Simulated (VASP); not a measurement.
Here is a VASP 6.6.1 calculation.

Contents of INCAR:

```
ALGO = Normal
EDIFF = 1E-6
ENCUT = 520
GGA = PE
ISIF = 2
ISMEAR = -1
LASPH = T
LCHARG = T
LELF = T
LREAL = F
LVHAR = T
LWAVE = F
NBANDS = 11
NELM = 100
PREC = Accurate
SIGMA = 0.05
```

KPOINTS

```
k-points
0
Gamma
  5 5 4
```

POSCAR

```
MgB2
1.0
    3.0850000000      0.0000000000      0.0000000000
   -1.5425000000      2.6716900000      0.0000000000
    0.0000000000      0.0000000000      3.5230000000
Mg B
1 2
Direct
    0.0000000000      0.0000000000      0.0000000000
    0.3333333333      0.6666666667      0.5400000000
    0.6666666667      0.3333333333      0.5000000000
```

Potentials or basis: VASP PAW PBE potentials, release 64 (Mg, B).

The run is started by

```sh
$ cat potpaw_PBE.64/Mg/POTCAR potpaw_PBE.64/B/POTCAR > POTCAR
$ mpirun -np 1 vasp_std > vasp.out
```

Q: Predict the band gap on the k mesh.

A: None (metal or under the smearing width).

Q: Estimate the largest force.

A: 1.564 eV/Å.

Q: Estimate the pressure.

A: -1.0 GPa.

Stress tensor (GPa, compression positive):
```
-0.86  0.00  0.00
 0.00 -0.86  0.00
 0.00  0.00 -1.17
```

Caveat: the k mesh is coarse (spacing up to 0.47 Å⁻¹), so the values aren't converged; forces of over 1 eV/Å show positions far from the minimum, so gaps and moduli don't describe the material at rest.
